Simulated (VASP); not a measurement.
Wanted: the native input for a VASP 6.6.1 run.

```yaml
Task: band structure
Functional: r2SCAN
Potentials_or_basis: VASP PAW PBE potentials, release 64 (Sr_sv, Cl)
Cutoff: 520 eV
k_mesh: 8 × 8 × 8
Occupations: gaussian, width 0.02 eV
Spin: no spin polarisation
Ladder: gaps
Further_INCAR_settings: ALGO = Normal; EDIFF = 1e-06
```

The structure of SrCl2 lies in POSCAR:

```
SrCl2
1.0
    0.0000000000      3.4883500000      3.4883500000
    3.4883500000      0.0000000000      3.4883500000
    3.4883500000      3.4883500000      0.0000000000
Sr Cl
1 2
Direct
    0.0000000000      0.0000000000      0.0000000000
    0.7500000000      0.7500000000      0.7500000000
    0.2500000000      0.2500000000      0.2500000000
```

These files were run (other wordings do the same):

INCAR

```
SYSTEM = SrCl2
PREC = Accurate
ENCUT = 520
EDIFF = 1E-6
ISMEAR = 0
SIGMA = 0.02
LREAL = .False.
LASPH = .True.
NELM = 100
ALGO = Normal
ISIF = 2
LWAVE = .False.
LCHARG = .False.
METAGGA = R2SCAN
LMIXTAU = .True.
```

KPOINTS

```
regular mesh
0
Gamma
  8 8 8
  0 0 0
```

KPOINTS_OPT

```
path GXWKGLUWLK,UX
20
line-mode
reciprocal
 0.0000000000  0.0000000000  0.0000000000  G
 0.5000000000  0.0000000000  0.5000000000  X

 0.5000000000  0.0000000000  0.5000000000  X
 0.5000000000  0.2500000000  0.7500000000  W

 0.5000000000  0.2500000000  0.7500000000  W
 0.3750000000  0.3750000000  0.7500000000  K

 0.3750000000  0.3750000000  0.7500000000  K
 0.0000000000  0.0000000000  0.0000000000  G

 0.0000000000  0.0000000000  0.0000000000  G
 0.5000000000  0.5000000000  0.5000000000  L

 0.5000000000  0.5000000000  0.5000000000  L
 0.6250000000  0.2500000000  0.6250000000  U

 0.6250000000  0.2500000000  0.6250000000  U
 0.5000000000  0.2500000000  0.7500000000  W

 0.5000000000  0.2500000000  0.7500000000  W
 0.5000000000  0.5000000000  0.5000000000  L

 0.5000000000  0.5000000000  0.5000000000  L
 0.3750000000  0.3750000000  0.7500000000  K

 0.6250000000  0.2500000000  0.6250000000  U
 0.5000000000  0.0000000000  0.5000000000  X
```

Potentials or basis: VASP PAW PBE potentials, release 64 (Sr_sv, Cl).

Command:

```sh
$ cat potpaw_PBE.64/Sr_sv/POTCAR potpaw_PBE.64/Cl/POTCAR > POTCAR
$ mpirun -np 1 vasp_std > vasp.out
```

It gave:

```json
{
 "Pressure": "0.4 GPa",
 "Band gap on the k mesh": "5.97 eV, indirect (least direct gap 5.99 eV)",
 "Band gap along the path": "5.97 eV, indirect (least direct gap 5.99 eV)"
}
```

Caveat: the PAW data sets were made with another functional, which shifts forces and pressure a little.

Run time: 9.9 min on 1 thread of AMD EPYC 9R45 96-Core Processor (Zen 5) (shared host), peak memory 0.24 GiB.
